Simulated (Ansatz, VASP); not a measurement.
# Cross-check of SiO2 (SiO2 (P3_221)) between VASP and Ansatz, part 2 of 2

Wanted: the spread between two codes on one cell, functional and k mesh. The cell is taken from a series of runs on this material, whose earlier steps may have relaxed, scaled, displaced or heated it; both programs get it as it stands.

VASP 6.6.1 and Ansatz 0.2.0.

So far. Step 2 (VASP: single point, HSE06): The run ends at a pressure of -5.36 GPa, with forces up to 0.34 eV/Å.

## Step 3: Ansatz: single point, HSE06

Level of this step: Ansatz beside VASP: Kohn-Sham DFT, plane waves, HSE06 (Ansatz).

Ansatz runs on its PAW soft_1 files.

The same cell, functional, mesh and smearing now go to Ansatz.

input.yaml reads:

```yaml
crystal:
  lattice:
    - [5.02081908886, -6.581546598629e-10, 0.0]
    - [-2.51040954, 4.348156881316, 0.0]
    - [0.0, 0.0, 11.01854852]
  atoms:
    - { symbol: Si, position: [1.110223024625e-16, 0.476475, 0.1666666666667] }
    - { symbol: Si, position: [0.523525, 0.523525, 0.0] }
    - { symbol: Si, position: [0.476475, 2.067951531383e-25, 0.3333333333333] }
    - { symbol: O, position: [0.15858, 0.744137, 0.2694251666667] }
    - { symbol: O, position: [0.585557, 0.84142, 0.4360918333333] }
    - { symbol: O, position: [0.255863, 0.414443, 0.1027585] }
    - { symbol: O, position: [0.414443, 0.255863, 0.3972415] }
    - { symbol: O, position: [0.84142, 0.585557, 0.06390816666667] }
    - { symbol: O, position: [0.744137, 0.15858, 0.2305748333333] }
    - { symbol: Si, position: [1.110223024625e-16, 0.476475, 0.6666666666667] }
    - { symbol: Si, position: [0.523525, 0.523525, 0.5] }
    - { symbol: Si, position: [0.476475, 2.067951531383e-25, 0.8333333333333] }
    - { symbol: O, position: [0.15858, 0.744137, 0.7694251666667] }
    - { symbol: O, position: [0.585557, 0.84142, 0.9360918333333] }
    - { symbol: O, position: [0.255863, 0.414443, 0.6027585] }
    - { symbol: O, position: [0.414443, 0.255863, 0.8972415] }
    - { symbol: O, position: [0.84142, 0.585557, 0.5639081666667] }
    - { symbol: O, position: [0.744137, 0.15858, 0.7305748333333] }
basis:
  ecutwfc: 420.0
  ecutrho_ratio: 4
  xc_grid: 2
  fft_grid_basis: typed
  precision: f64
kpoints:
  mp_grid: { grid: [2, 2, 1] }
hamiltonian:
  xc: hse06
  pseudopotentials:
    kind: paw
    azcp: { folder: soft_1, O: "soft_1/O.paw.azcp", Si: "soft_1/Si.paw.azcp" }
scf:
  max_iter: 60
  occupations: { method: fermi_dirac, width: 0.01 }
  exx: { build: pair_densities }
output:
  forces: true
checkpoint:
  write: "../host.xpair.run"
  compress: false
  write_wavefunctions: true
  write_every: 100000
```

Started as:

```
> ansatz run input.yaml --threads 8 --pin off --max-ram 17899MiB --backend cpu --events-out ev --progress --plain --runs-dir out
```

Numbers of over 12 decimals in the logs are rounded to 6 here.

The program printed:

```text
exact exchange: scf.exx.singularity resolves to wigner_seitz, which cuts the screened interaction at the faces of the exchange supercell's Wigner-Seitz cell, so that each pair interacts once, at the shortest of its separations (the periodic images that this leaves out come, for a point-like exchange hole, to about 0.008 eV on a filled level). The cut falls within the interaction's reach, and what an exchange supercel [...]
Engine: ansatz 0.2.0, aarch64-unknown-linux-gnu
Pseudopotentials: kind: paw
Pseudopotential: Si, paw, valence charge 4, recommended cutoff 420 eV (normal), soft_1/Si.paw.azcp
Pseudopotential: O, paw, valence charge 6, recommended cutoff 420 eV (normal), soft_1/O.paw.azcp
Functional definition: HSE06
  parameter a = 0.25
  parameter omega = 0.11/bohr
  exchange = pbe_x - a*pbe_x_sr(omega) + a*exact_x_sr(omega)
  correlation = pbe_c
Crystal: 18 atoms, lattice volume = 240.549 Å³
Basis set: ecut = 420 eV, 4711 PW (Γ), exchange–correlation on 72×72×150 points (8 copies of the dense FFT grid, shifted against one another)
Bands: 66, of which v1, the nominal top of the filled ones, is band 48 counted from 1 (47 counted from 0)
Symmetry: 12 space group operations
Space group: P3221 (ITA 154), of the structure as read, at distance tolerance 6.2e-5 Å
k-points: 2 of 4
Non-local potential: Si, projectors of the file, l = 0: 2, l = 1: 2, l = 2: 1
Non-local potential: O, projectors of the file, l = 0: 2, l = 1: 2, l = 2: 1
PAW form: soft (Blöchl's): semilocal exchange-correlation on the pseudo side does not see the compensation charge
PAW frozen core: Si, regenerated for the run's functional, and the local potential with it (the file was generated under x = pbe(κ = 0.804, μ = 0.219515), c = pbe(β = 0.066725))
PAW frozen core: O, regenerated for the run's functional, and the local potential with it (the file was generated under x = pbe(κ = 0.804, μ = 0.219515), c = pbe(β = 0.066725))
PAW one-centre angular grid: Si, 110 points (default); XC on 64 Gauss nodes
PAW one-centre angular grid: O, 110 points (default); XC on 96 Gauss nodes
Initial density: superposition of atomic densities (chi_scale 0.1, normalization cell, long waves kept (reshape's long-wave potential 0.02 eV rms))
Initial wavefunctions: pseudopotential atomic-orbital guess
Functional: x = pbe(κ = 0.804, μ = 0.219515), c = pbe(β = 0.066725), warm-up for x = pbe(κ = 0.804, μ = 0.219515) + 0.25 (exact − pbe) at short range (hse, ω = 0.207870 Å⁻¹), c = pbe(β = 0.066725); HSE06 as pw.x's `hse` composes it (authors' and Libxc's form: `xc: wpbeh`)
SCF iter   1: F=—  HF=-10654.208014 eV  |F-HF|=—  |Δ(HF+E_count)|=         —  Δρ=1.29e-1  dr2=3.63e1  ethr=1.00e-1  ⟨swp⟩=6.5  Hψ=464  notcnv=0
preconditioner: auto → none  [insulator: Δε(μ)=7.090 eV  Ē_g=17.869 eV  σ=0.010 eV  W_gap=1.00  n_scr=50 (ndim 8)  ℏωp=23.5 eV  f_vac=0.012  D(μ)=0.00/eV (n_scr^D=0)]
SCF iter   2: F=—  HF=-10645.647133 eV  |F-HF|=—  |Δ(HF+E_count)|=    8.56e0  Δρ=6.84e-2  dr2=4.84e0  ethr=3.78e-2  ⟨swp⟩=4.0  Hψ=389  notcnv=0
iter 3 solved again at ethr=4.90e-4 eV; its pass at ethr=5.04e-3 eV (dr2=4.70e-1 eV) is discarded
SCF iter   3: F=—  HF=-10644.465907 eV  |F-HF|=—  |Δ(HF+E_count)|=    1.18e0  Δρ=2.13e-2  dr2=4.63e-1  ethr=4.90e-4  ⟨swp⟩=4.5  Hψ=637  notcnv=0  defer=1
SCF iter   4: F=—  HF=-10644.532965 eV  |F-HF|=—  |Δ(HF+E_count)|=   6.71e-2  Δρ=2.50e-3  dr2=1.09e-2  ethr=4.82e-4  ⟨swp⟩=4.5  Hψ=300  notcnv=0
SCF iter   5: F=-10644.530448 eV  HF=-10644.531970 eV  |F-HF|=1.52e-3  |Δ(HF+E_count)|=   9.96e-4  Δρ=1.03e-3  dr2=2.60e-3  ethr=1.14e-5  ⟨swp⟩=7.5  Hψ=431  notcnv=0  defer=1
SCF 1 stopped early in 5 iterations: F = -10644.530448 eV  dr2 = 2.60e-3
  greatest PAW one-centre occupation: 0.859 electrons in one spin orbital (limit 2), on the O atom at site 17 (counted from 0), in its partial waves of l = 0
Initial density: handed on by an earlier stage of this run
Initial wavefunctions: those handed on with the density
Functional: x = pbe(κ = 0.804, μ = 0.219515) + 0.25 (exact − pbe) at short range (hse, ω = 0.207870 Å⁻¹), c = pbe(β = 0.066725); HSE06 as pw.x's `hse` composes it (authors' and Libxc's form: `xc: wpbeh`)
Exchange kernel: α = 0.2500, screened, ω = 0.2079 Å⁻¹, Wigner–Seitz truncation, v(0) = 901.8690 eV·Å³, q-mesh 2×2×1, nearest image of the exchange supercell L = 10.04 Å, pair-density grid 30×30×75, without the augmentation charges, whose exchange is taken in its separable form
Frozen-core exchange: fock
SCF iter   1: F=—  HF=-10646.468109 eV  |F-HF|=—  |Δ(HF+E_count)|=         —  Δρ=7.08e-3  dr2=1.08e-1  ethr=2.71e-5  ⟨swp⟩=7.5  Hψ=579  notcnv=0
preconditioner: auto → none  [insulator: Δε(μ)=7.536 eV  Ē_g=19.173 eV  σ=0.010 eV  W_gap=1.00  n_scr=50 (ndim 8)  ℏωp=23.5 eV  f_vac=0.147  D(μ)=0.00/eV (n_scr^D=0)]
SCF iter   2: F=—  HF=-10646.431242 eV  |F-HF|=—  |Δ(HF+E_count)|=   3.69e-2  Δρ=2.21e-3  dr2=1.37e-2  ethr=2.71e-5  ⟨swp⟩=4.0  Hψ=360  notcnv=0
SCF iter   3: F=—  HF=-10646.456990 eV  |F-HF|=—  |Δ(HF+E_count)|=   2.57e-2  Δρ=7.67e-4  dr2=1.32e-3  ethr=1.10e-5  ⟨swp⟩=5.5  Hψ=427  notcnv=0
SCF iter   4: F=—  HF=-10646.456740 eV  |F-HF|=—  |Δ(HF+E_count)|=   2.50e-4  Δρ=1.08e-4  dr2=4.01e-5  ethr=1.20e-6  ⟨swp⟩=3.0  Hψ=267  notcnv=0
SCF iter   5: F=—  HF=-10646.457150 eV  |F-HF|=—  |Δ(HF+E_count)|=   4.09e-4  Δρ=1.58e-4  dr2=4.27e-5  ethr=1.58e-8  ⟨swp⟩=5.0  Hψ=478  notcnv=0
SCF iter   6: F=-10646.457133 eV  HF=-10646.457133 eV  |F-HF|=2.62e-7  |Δ(HF+E_count)|=   1.68e-5  Δρ=1.77e-5  dr2=9.37e-7  ethr=1.58e-8  ⟨swp⟩=4.0  Hψ=355  notcnv=0
SCF 2 stopped early in 6 iterations: F = -10646.457133 eV  dr2 = 9.37e-7
  Residual-converged pass: ⟨swp⟩=4.0  Hψ=362  notcnv=0  max |occ|·‖R‖ = 6.2e-6 eV (tolerance 6.7e-6 eV)  dr2=9.09e-7  dr2_onsite=2.53e-8  max |Δocc| = 0.0e0
  greatest PAW one-centre occupation: 0.862 electrons in one spin orbital (limit 2), on the O atom at site 17 (counted from 0), in its partial waves of l = 0
hybrid outer 1: dexx = +3.360e-2 eV, tail = 5.57e-5 eV
Exchange kernel: α = 0.2500, screened, ω = 0.2079 Å⁻¹, Wigner–Seitz truncation, v(0) = 901.8690 eV·Å³, q-mesh 2×2×1, nearest image of the exchange supercell L = 10.04 Å, pair-density grid 30×30×75, without the augmentation charges, whose exchange is taken in its separable form
Frozen-core exchange: fock
SCF iter   1: F=—  HF=-10646.457502 eV  |F-HF|=—  |Δ(HF+E_count)|=         —  Δρ=5.20e-5  dr2=2.24e-6  ethr=2.90e-7  ⟨swp⟩=7.0  Hψ=331  notcnv=0
preconditioner: auto → none  [insulator: Δε(μ)=7.529 eV  Ē_g=19.149 eV  σ=0.010 eV  W_gap=1.00  n_scr=50 (ndim 8)  ℏωp=23.5 eV  f_vac=0.160  D(μ)=0.00/eV (n_scr^D=0)]
SCF iter   2: F=—  HF=-10646.457504 eV  |F-HF|=—  |Δ(HF+E_count)|=   1.34e-6  Δρ=1.29e-5  dr2=2.58e-7  ethr=2.15e-9  ⟨swp⟩=4.0  Hψ=387  notcnv=0
SCF iter   3: F=—  HF=-10646.457504 eV  |F-HF|=—  |Δ(HF+E_count)|=   4.14e-7  Δρ=4.24e-6  dr2=1.20e-8  ethr=2.34e-10  ⟨swp⟩=4.5  Hψ=355  notcnv=0  defer=5
SCF iter   4: F=-10646.457504 eV  HF=-10646.457504 eV  |F-HF|=3.91e-9  |Δ(HF+E_count)|=   3.20e-9  Δρ=2.23e-6  dr2=5.21e-9  ethr=1.06e-11  ⟨swp⟩=6.0  Hψ=290  notcnv=0  defer=2
SCF 3 converged in 4 iterations: F = -10646.457504 eV  dr2 = 5.21e-9
  Residual-converged pass: ⟨swp⟩=3.0  Hψ=302  notcnv=0  max |occ|·‖R‖ = 1.1e-6 eV (tolerance 1.3e-6 eV)  dr2=5.53e-9  dr2_onsite=8.73e-10  max |Δocc| = 0.0e0
hybrid outer 2: dexx = +5.284e-7 eV, tail = 2.56e-8 eV, Δε = 8.41e-4 eV (about 2.14e-5 eV left of the loop's levels), ΔF = 1.54e-3 eV/Å (tail 2.56e-4)
hybrid SCF converged: 2 outer / 10 inner (+5 warm-up), last move |dexx| = 5.28e-7 eV, tail = 2.56e-8 eV
Stability not checked: this state was not tested for a lower state beside it, because the functional holds exact exchange (a hybrid, or Hartree-Fock), whose exchange loop this test does not read (fock_operator; see scf.lower_state_search)
Free energy (F): -10646.457504 eV
Frozen-core exchange: fock
Harris-Foulkes:  -10646.457504 eV  (|F-HF|=3.91e-9)
Internal energy: -10646.457504 eV  (E = F + TS)
E sigma→0 (E₀):  -10646.457504 eV
Fermi energy:    4.386540 eV
--- Per-component energies (eV) ---
  E_band       = -633.499723
  E_kinetic    = 2339.126503
  E_local      = -6066.496357  (includes V_loc(G=0)·N_el)
  E_nonlocal   = 740.033252
  E_hartree    = 2237.187169
  E_xc         = -968.953555
  E_vxc        = -1111.128633  (∫ρ·V_xc dr)
  E_exx        = -275.578332  (= α·E_x^exact, valence–valence)
  E_paw        = -4997.694395  (= ΣΔE_a)
  E_vpaw       = -458.264927  (= ΣTr[D̂ρ^β])
  E_aug_tail   = 0.009935  (compensation charges beyond the density's cutoff)
  E_ewald      = -3653.417098
  E_core_change = -0.674616  (= ΣΔE_core)
  E_smearing   = -0.000000  (= −TS)
  E_closure    = -0.000010  (closes the sum)
  Σ components = -10646.457504   (vs F -10646.457504, Δ=0.00e0)
--- Forces (eV/Å), atoms counted from 1 ---
  atom   1  Si     0.00638109    -0.01105236     0.00000000
  atom   2  Si     0.00638109     0.01105236     0.00000000
  atom   3  Si    -0.01276217     0.00000000    -0.00000000
  atom   4  O      0.28671489    -0.02758396    -0.14025787
  atom   5  O     -0.16724586    -0.23451040    -0.14025787
  atom   6  O     -0.11946903     0.26209436    -0.14025787
  atom   7  O      0.28671489     0.02758396     0.14025787
  atom   8  O     -0.11946903    -0.26209436     0.14025787
  atom   9  O     -0.16724586     0.23451040     0.14025787
  atom  10  Si     0.00638109    -0.01105236     0.00000000
  atom  11  Si     0.00638109     0.01105236     0.00000000
  atom  12  Si    -0.01276217     0.00000000    -0.00000000
  atom  13  O      0.28671489    -0.02758396    -0.14025787
  atom  14  O     -0.16724586    -0.23451040    -0.14025787
  atom  15  O     -0.11946903     0.26209436    -0.14025787
  atom  16  O      0.28671489     0.02758396     0.14025787
  atom  17  O     -0.11946903    -0.26209436     0.14025787
  atom  18  O     -0.16724586     0.23451040     0.14025787
  max |Σ_I F_I| component: 3.05e-16 eV/Å
--- Band table (eV) ---
  k-point 0: bands = [... 44 lower, 0.2927, 0.4930, 0.4930, 0.4968, 8.1457, 10.1101, 10.1101, 11.3033, ... 8 higher]
  k-point 1: bands = [... 44 lower, 0.0100, 0.3568, 0.4157, 0.6165, 10.4219, 11.1519, 11.1883, 11.6582, ... 8 higher]
  guard bands above this table: 6 of the run's 66 bands. The solve was not asked for them (output.publish_guard_bands: true or output.eigenvalues: true publishes all)
```

## Step 4: Side by side

Known differences besides the potentials themselves: exact exchange at q = 0 is treated differently, which shows on coarse meshes; VASP keeps PBE cores, Ansatz makes them for the functional; the cutoff is 420 eV in Ansatz and 520 eV in VASP; VASP takes a coarser grid for exact exchange (PRECFOCK = Fast). Total energies have different zeros and are not compared.

The two programs side by side:

| quantity | Ansatz | VASP | difference |
| --- | --- | --- | --- |
| gap on the k mesh (eV) | 7.529 | 7.531 | -0.002 |

Forces on 7 of the 18 atoms, those with the largest forces and the largest differences (eV/Å; atoms numbered as in POSCAR):

| atom | Ansatz x, y, z | VASP x, y, z |
| --- | --- | --- |
| O8 | -0.167, -0.235, -0.140 | -0.183, -0.251, -0.150 |
| O9 | -0.119, 0.262, -0.140 | -0.126, 0.284, -0.150 |
| O12 | -0.167, 0.235, 0.140 | -0.183, 0.251, 0.150 |
| O14 | -0.167, -0.235, -0.140 | -0.183, -0.251, -0.150 |
| O15 | -0.119, 0.262, -0.140 | -0.126, 0.284, -0.150 |
| O17 | -0.119, -0.262, 0.140 | -0.126, -0.284, 0.150 |
| O18 | -0.167, 0.235, 0.140 | -0.183, 0.251, 0.150 |

The forces differ by 12 meV/Å r.m.s., which is 7.7 % of the r.m.s. force of 0.163 eV/Å (both taken over all components). A gap on the mesh is an upper bound, since the band edges may lie between its points.

## Step 5: Summary of results

```json
{"r.m.s. force difference (single point, HSE06)": "12 meV/Å"}
```

In words: The r.m.s. force difference is 12 meV/Å (single point, HSE06), at about the 12 meV/Å picked in this series as the mark of a large difference. What causes the difference of the single point, HSE06 pair stays open here. How closely two codes agree says nothing of how well the functional describes the real material.

[Lines on the potential files, build, host, timing and source positions are cut from VASP's logs without a mark.]

[Logs are printed without paths, hosts, clocks, repeated set-up lines and the standing remarks that a program may print on its own settings, such as how far it seeks lower states.]

[Hosts, paths, dates, database ids (printed as entryN), source tags and the programs' standing remarks are cut or masked in the printed files.]
